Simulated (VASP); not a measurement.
# InP (Fm-3m) in VASP: further runs

One crystal, InP, is run at these levels: PBEsol; tasks: single point.

Program: VASP 6.6.1. These are calculated values, not measurements. Logs are shortened: lines on timing, memory, paths and dates and some standing lists are left out, and cuts for length are marked.

## 1. The crystal as given

It takes space group Fm-3m (No. 225, cubic). The conventional cell has a = 5.538 Å, b = 5.538 Å, c = 5.538 Å, α = 90.00°, β = 90.00°, γ = 90.00°. In (site symmetry m-3m) is surrounded by 6 P at 2.77 Å. P (site symmetry m-3m) has 6 In at 2.77 Å as nearest neighbours.

Measurements of this composition are mostly on another form, of space group No. 216.

## 2. Single point, PBEsol

The input, INCAR:

```
SYSTEM = InP
  PREC = Accurate
  ENCUT = 350
  EDIFF = 1E-6
  ISMEAR = 0
  SIGMA = 0.05
  LREAL = .False.
  LASPH = .True.
  NELM = 100
  ALGO = Normal
  ISIF = 2
  LWAVE = .False.
  LCHARG = .False.
  GGA = PS
  ADDGRID = .False.
```

The input, KPOINTS:

```
regular mesh
0
Gamma
  6 6 6
  0 0 0
```

The input, POSCAR:

```
InP
1.0
    0.0000000000      2.7688340000      2.7688340000
    2.7688340000      0.0000000000      2.7688340000
    2.7688340000      2.7688340000      0.0000000000
In P
1 1
Direct
    0.0000000000      0.0000000000      0.0000000000
    0.5000000000      0.5000000000      0.5000000000
```

Potentials or basis: VASP PAW PBE potentials, release 64 (In_d, P).

The run is started by

```sh
$ cat potpaw_PBE.64/In_d/POTCAR potpaw_PBE.64/P/POTCAR > POTCAR
$ mpirun -np 1 vasp_std > vasp.out
```

OUTCAR:

```text
SYSTEM = InP
   PREC = Accurate
   ENCUT = 350
   EDIFF = 1E-6
   ISMEAR = 0
   LREAL = .False.
   LASPH = .True.
   NELM = 100
   ISIF = 2
   GGA = PS

 Found     16 irreducible k-points:

 Following reciprocal coordinates:
            Coordinates               Weight
  0.000000  0.000000  0.000000      1.000000
  0.166667  0.000000  0.000000      8.000000
  0.333333  0.000000  0.000000      8.000000
  0.500000  0.000000  0.000000      4.000000
  0.166667  0.166667  0.000000      6.000000
  0.333333  0.166667  0.000000     24.000000
   k-points           NKPTS =     16   k-points in BZ     NKDIM =     16   number of bands    NBANDS=     13
   number of dos      NEDOS =    301   number of ions     NIONS =      2
   total plane-waves  NPLWV =  13824
   dimension x,y,z NGX =    24 NGY =   24 NGZ =   24
   dimension x,y,z NGXF=    48 NGYF=   48 NGZF=   48
   ions per type =               1   1
   NGX,Y,Z   is equivalent  to a cutoff of  10.19, 10.19, 10.19 a.u.
   NGXF,Y,Z  is equivalent  to a cutoff of  20.38, 20.38, 20.38 a.u.
 SYSTEM =  InP
   PREC   = accura    normal or accurate (medium, high low for compatibility)
   ISTART =      0    job   : 0-new  1-cont  2-samecut
   ICHARG =      2    charge: 1-file 2-atom 10-const
   ISPIN  =      1    spin polarized calculation?
   LNONCOLLINEAR =      F non collinear calculations
   LSORBIT =      F    spin-orbit coupling
   LASPH  =      T    aspherical Exc in radial PAW
   ENCUT  =  350.0 eV  25.72 Ry    5.07 a.u.   5.97  5.97  5.97*2*pi/ulx,y,z
   NELM   =    100;   NELMIN=  2; NELMDL= -5     # of ELM steps
   EDIFF  = 0.1E-05   stopping-criterion for ELM
   LREAL  =      F    real-space projection
   EDIFFG = 0.1E-04   stopping-criterion for IOM
   NSW    =      0    number of steps for IOM
   IBRION =     -1    ionic relax: 0-MD 1-quasi-New 2-CG
   NFREE  =      0    steps in history (QN), initial steepest desc. (CG)
   ISIF   =      2    stress and relaxation
   ISYM   =      2    0-nonsym 1-usesym 2-fastsym
   POTIM  = 0.5000    time-step for ionic-motion
   TEBEG  =    0.0;   TEEND  =   0.0 temperature during run
   PSTRESS=    0.0 pullay stress
   NELECT =      18.0000    total number of electrons
   NUPDOWN=      -1.0000    fix difference up-down
   EMIN   =  10.00;   EMAX   =-10.00  energy-range for DOS
   EFERMI =   0.00;   METHOD = LEGACY
   ISMEAR =     0;   SIGMA  =   0.05  broadening in eV -4-tet -1-fermi 0-gaus
   EFERMI_NEDOS =   21; number of points for ismear=-14 and -15
   IALGO  =     38    algorithm
   IMIX   =      4    mixing-type and parameters
     AMIX     =   0.40;   BMIX     =  1.00
     AMIX_MAG =   1.60;   BMIX_MAG =  1.00
  volume/ion in A,a.u.               =      21.23       143.25
  Fermi-wavevector in a.u.,A,eV,Ry     =   1.229869  2.324115 20.579860  1.512577
  Thomas-Fermi vector in A             =   2.364739
   LORBIT       =      0    0 simple, 1 ext, 2 COOP (PROOUT), +10 PAW based schemes
   GGA     = PS    functional components
   LHFCALC =     F    Hartree Fock is set to
   AEXX    =    0.0000 exact exchange contribution
   IVDW    =     0    specifies the selected vdW correction
   LEPSILON=     F    determine dielectric tensor
   LRPA    =     F    only Hartree local field effects (RPA)
 non-spin polarized calculation
 Gauss-broadening in eV      SIGMA  =   0.05
  energy-cutoff  :      350.00
  volume of cell :       42.45
 maximum number of plane-waves:       641
   NGX = 11   NGY = 11   NGZ = 11

 number of electron      18.0000011 magnetization

 Free energy of the ion-electron system (eV)
  ---------------------------------------------------
  ext. energy  EPLUGINS =         0.00000000
  ---------------------------------------------------
  free energy    TOTEN  =        -8.78841825 eV

  energy without entropy =       -8.78440386  energy(sigma->0) =       -8.78641105

 E-fermi :   6.8934     XC(G=0): -10.5522

 val. band max:        6.8590208241   @ k =  -0.3333   0.1667   0.0000
 cond. band min:       6.8991761032   @ k =   0.3333   0.0000   0.0000
 fundamental gap:      0.0401552791
 Fermi energy:         6.8934244688

 k-point     1 :       0.0000    0.0000    0.0000
  band No.  band energies     occupation
      1      -7.1649      2.00000
      2      -7.1649      2.00000
      3      -7.1425      2.00000
      4      -7.1425      2.00000
      5      -7.1425      2.00000
      6      -5.1144      2.00000
      7       6.6357      2.00000
      8       6.6357      2.00000
      9       6.6357      2.00000
     10       7.3917      0.00000
     11      13.9886      0.00000
     12      13.9886      0.00000
     13      13.9886      0.00000

 k-point     2 :       0.1667    0.0000    0.0000
  band No.  band energies     occupation
      1      -7.1792      2.00000
      2      -7.1792      2.00000
      3      -7.1438      2.00000
      4      -7.1234      2.00000
      5      -7.1234      2.00000
      6      -4.7700      2.00000
      7       4.2283      2.00000
      8       6.6962      2.00000
      9       6.6962      2.00000
     10       9.2054      0.00000
     11      12.6657      0.00000
     12      12.9596      0.00000
     13      12.9596      0.00000

 k-point     3 :       0.3333    0.0000    0.0000
  band No.  band energies     occupation
      1      -7.2117      2.00000
      2      -7.2117      2.00000
      3      -7.1506      2.00000
      4      -7.0801      2.00000
      5      -7.0801      2.00000
      6      -3.8241      2.00000
      7       1.6337      2.00000
      8       6.8992      0.87077
      9       6.8992      0.87077
     10       9.5588      0.00000
     11      11.0653      0.00000
     12      11.0653      0.00000
     13      12.1747      0.00000

 k-point     4 :       0.5000    0.0000    0.0000
  band No.  band energies     occupation
      1      -7.2283      2.00000
      2      -7.2283      2.00000
      3      -7.1554      2.00000
      4      -7.0583      2.00000
      5      -7.0583      2.00000
      6      -3.0219      2.00000
      7       0.2452      2.00000
      8       7.0690      0.00000
      9       7.0690      0.00000
     10       9.3254      0.00000
     11      10.2852      0.00000
     12      10.2852      0.00000
     13      12.0779      0.00000

 k-point     5 :       0.1667    0.1667    0.0000
  band No.  band energies     occupation
      1      -7.2197      2.00000
      2      -7.1566      2.00000
      3      -7.1532      2.00000
      4      -7.1155      2.00000
      5      -7.1155      2.00000
      6      -4.6342      2.00000
      7       4.5693      2.00000
      8       6.0262      2.00000
      9       6.0262      2.00000
     10       9.6362      0.00000
     11      11.5569      0.00000
     12      12.4640      0.00000
     13      14.0654      0.00000

 k-point     6 :       0.3333    0.1667    0.0000
  band No.  band energies     occupation
      1      -7.2756      2.00000
      2      -7.1679      2.00000
      3      -7.1580      2.00000
      4      -7.0933      2.00000
      5      -7.0750      2.00000
      6      -3.8394      2.00000
      7       2.6098      2.00000
      8       5.7726      2.00000
      9       5.9590      2.00000
     10       8.5199      0.00000
     11      11.6145      0.00000
     12      12.7169      0.00000
     13      13.2549      0.00000

 [... further k-points ...]

------------------------ aborting loop because EDIFF is reached ----------------------------------------

  FORCE on cell =-STRESS in cart. coord.  units (eV):
  Direction    XX          YY          ZZ          XY          YZ          ZX
  --------------------------------------------------------------------------------------
  -------------------------------------------------------------------------------------
  Total       -0.9089717     -0.9089717     -0.9089717     -0.0000000     -0.0000000      0.0000000
  in kB      -34.3036384    -34.3036384    -34.3036384     -0.0000000     -0.0000000      0.0000000
  external PRESSURE =     -34.3036384 kB  Pullay stress =       0.0000000 kB

 VOLUME and BASIS-vectors are now :
 -----------------------------------------------------------------------------
  energy-cutoff  :      350.00
  volume of cell :       42.45
      direct lattice vectors                 reciprocal lattice vectors
     0.000000000  2.768834000  2.768834000    -0.180581429  0.180581429  0.180581429
     2.768834000  0.000000000  2.768834000     0.180581429 -0.180581429  0.180581429
     2.768834000  2.768834000  0.000000000     0.180581429  0.180581429 -0.180581429

 POSITION                                       TOTAL-FORCE (eV/Angst)
 -----------------------------------------------------------------------------------
      0.00000      0.00000      0.00000         0.000000      0.000000      0.000000
      2.76883      2.76883      2.76883         0.000000      0.000000     -0.000000
 -----------------------------------------------------------------------------------
    total drift:                                0.000000     -0.000000     -0.000000

  FREE ENERGIE OF THE ION-ELECTRON SYSTEM (eV)
  ---------------------------------------------------
  free  energy   TOTEN  =        -8.7884182466 eV

  energy  without entropy=       -8.7844038566  energy(sigma->0) =       -8.78641105
```

Run time: 2.4 s. Hardware: 1 thread of Intel Xeon 6975P-C (Granite Rapids), shared host; peak memory 0.13 GiB.

The run converged, but some of its settings lie outside the range that counts as converged, so its numbers aren't taken as properties of the crystal.

What came out:

```yaml
Free_energy: -8.7884 eV
Pressure: -3.4 GPa
Band_gap_on_the_k_mesh: none (metal or under the smearing width)
```

Caveat: the PAW data sets were made with another functional, which shifts forces and pressure a little.

## 3. Single point, PBEsol

INCAR: that of step 2 with these lines changed.

```diff
@@ -2,3 +2,3 @@
   PREC = Accurate
-  ENCUT = 350
+  ENCUT = 400
   EDIFF = 1E-6
```

KPOINTS is that of step 2.

POSCAR is that of step 2.

Potentials or basis: VASP PAW PBE potentials, release 64 (In_d, P).

The run is started by

```sh
$ cat potpaw_PBE.64/In_d/POTCAR potpaw_PBE.64/P/POTCAR > POTCAR
$ mpirun -np 1 vasp_std > vasp.out
```

OUTCAR:

```text
SYSTEM = InP
   PREC = Accurate
   ENCUT = 400
   EDIFF = 1E-6
   ISMEAR = 0
   LREAL = .False.
   LASPH = .True.
   NELM = 100
   ISIF = 2
   GGA = PS

 Found     16 irreducible k-points:

 Following reciprocal coordinates:
            Coordinates               Weight
  0.000000  0.000000  0.000000      1.000000
  0.166667  0.000000  0.000000      8.000000
  0.333333  0.000000  0.000000      8.000000
  0.500000  0.000000  0.000000      4.000000
  0.166667  0.166667  0.000000      6.000000
  0.333333  0.166667  0.000000     24.000000
   k-points           NKPTS =     16   k-points in BZ     NKDIM =     16   number of bands    NBANDS=     13
[... 176 lines left out ...]
  --------------------------------------------------------------------------------------
  -------------------------------------------------------------------------------------
  Total       -0.8345709     -0.8345709     -0.8345709     -0.0000000     -0.0000000      0.0000000
  in kB      -31.4958288    -31.4958288    -31.4958288     -0.0000000     -0.0000000      0.0000000
  external PRESSURE =     -31.4958288 kB  Pullay stress =       0.0000000 kB

 VOLUME and BASIS-vectors are now :
 -----------------------------------------------------------------------------
  energy-cutoff  :      400.00
  volume of cell :       42.45
      direct lattice vectors                 reciprocal lattice vectors
     0.000000000  2.768834000  2.768834000    -0.180581429  0.180581429  0.180581429
     2.768834000  0.000000000  2.768834000     0.180581429 -0.180581429  0.180581429
     2.768834000  2.768834000  0.000000000     0.180581429  0.180581429 -0.180581429

 POSITION                                       TOTAL-FORCE (eV/Angst)
 -----------------------------------------------------------------------------------
      0.00000      0.00000      0.00000         0.000000     -0.000000     -0.000000
      2.76883      2.76883      2.76883        -0.000000      0.000000      0.000000
 -----------------------------------------------------------------------------------
    total drift:                               -0.000000      0.000000      0.000000

  FREE ENERGIE OF THE ION-ELECTRON SYSTEM (eV)
  ---------------------------------------------------
  free  energy   TOTEN  =        -8.7902555016 eV

  energy  without entropy=       -8.7862442751  energy(sigma->0) =       -8.78824989
```

Run time: 3.8 s. Hardware: 1 thread of Intel Xeon 6975P-C (Granite Rapids), shared host; peak memory 0.15 GiB.

These settings aren't checked as converged: the numbers below hold their error.

Results:

```
Free energy            : -8.7903 eV
Pressure               : -3.1 GPa
Band gap on the k mesh : none (metal or under the smearing width)
```

Caveat: the PAW data sets were made with another functional, which shifts forces and pressure a little.

## 4. Single point, PBEsol

INCAR: that of step 3 with these lines changed.

```diff
@@ -2,3 +2,3 @@
   PREC = Accurate
-  ENCUT = 400
+  ENCUT = 300
   EDIFF = 1E-6
```

The input, KPOINTS:

```
regular mesh
0
Gamma
  7 7 7
  0 0 0
```

POSCAR is that of step 3.

The run is started by

```sh
$ cat potpaw_PBE.64/In_d/POTCAR potpaw_PBE.64/P/POTCAR > POTCAR
$ mpirun -np 1 vasp_std > vasp.out
```

Wall time 2.6 s (1 thread of Intel Xeon 6975P-C (Granite Rapids), shared host); peak memory 0.13 GiB.

These settings aren't checked as converged: the numbers below hold their error.

What came out:

```
Free energy            : -8.7814 eV
Pressure               : -3.7 GPa
Band gap on the k mesh : none (metal or under the smearing width)
```

Caveat: the cutoff is under 1.25 times the usual one of these potentials, so pressure, stress and relaxed cells hold a basis-set (Pulay) error; the PAW data sets were made with another functional, which shifts forces and pressure a little.

## 5. The reference run

An earlier run on the cell as given: functional PBE; potentials or basis VASP PAW PBE potentials, release 64 (In_d, P); cutoff 520 eV; k mesh 8 × 8 × 8; occupations fermi-dirac, width 0.05 eV; no spin polarisation.

* Pressure: -0.1 GPa
* Band gap on the k mesh: none (metal or under the smearing width)
